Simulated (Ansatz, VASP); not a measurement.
# Two plane-wave programs on Sb

```
Sb
1.0
     2.18740    1.26289    3.80806
    -2.18740    1.26289    3.80806
     0.00000   -2.52579    3.80806
Sb
2
Cartesian
  0.0000 0.0000 2.6691
  0.0000 0.0000 8.7550
```

Alike in both runs: task single point; functional PBEsol; k mesh 12 × 12 × 12; occupations gaussian, width 0.1 eV; no spin polarisation.

|  | VASP | Ansatz |
| --- | --- | --- |
| version | VASP 6.6.1 | Ansatz 0.2.0 |
| potentials or method | VASP PAW PBE potentials, release 64 (Sb) | scalar-relativistic, plane waves, PAW |
| plane-wave cutoff (eV) | 520 | 420 |
| valence electrons in the cell | 10 | 30 |

|  | VASP | Ansatz | Ansatz less VASP |
| --- | --- | --- | --- |
| gap on the k mesh at the Fermi level (eV) | none | none | - |
| pressure (GPa) | -2.2 | -2.3 | -0.13 |
| rms of the force components (eV/Å) | 0.023 | 0.049 | +0.0265 |

Atom by atom the forces differ by 0.026 eV/Å (rms over components). A gap of «none» marks a metal or a gap that the smearing closes. The two sets of potentials don't hold the same shells in valence.

Caveats: the PAW data sets were made with another functional, which shifts forces and pressure a little (VASP). Spin-orbit coupling is left out, which matters for the levels of Sb.
